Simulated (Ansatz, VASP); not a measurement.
## Ge: VASP beside Ansatz

```xyz
4
Lattice="4.1380 0.0000 0.0000 -2.0690 3.5836 0.0000 0.0000 0.0000 6.8243" Properties=species:S:1:pos:R:3 pbc="T T T"
Ge    0.0000    2.3891    0.0022
Ge    2.0690    1.1945    3.4143
Ge    0.0000    2.3891    2.5569
Ge    2.0690    1.1945    5.9690
```

Alike in both runs: task single point; functional PBE; k mesh 6 × 6 × 4; occupations fermi-dirac, width 0.02 eV; no spin polarisation.

|  | VASP | Ansatz |
| --- | --- | --- |
| version | VASP 6.6.1 | Ansatz 0.2.0 |
| potentials or method | VASP PAW PBE potentials, release 64 (Ge_d) | plane waves, PAW |
| plane-wave cutoff (eV) | 520 | 420 |
| valence electrons in the cell | 56 | 56 |

|  | VASP | Ansatz | Ansatz less VASP |
| --- | --- | --- | --- |
| pressure (GPa) | -2.9 | -2.9 | +0.03 |
| largest component of the traceless stress (GPa) | 0.38 | 0.39 | +0.007 |
| rms of the force components (eV/Å) | 0.029 | 0.029 | +0.0004 |

Atom by atom the forces differ by 0.000 eV/Å (rms over components).
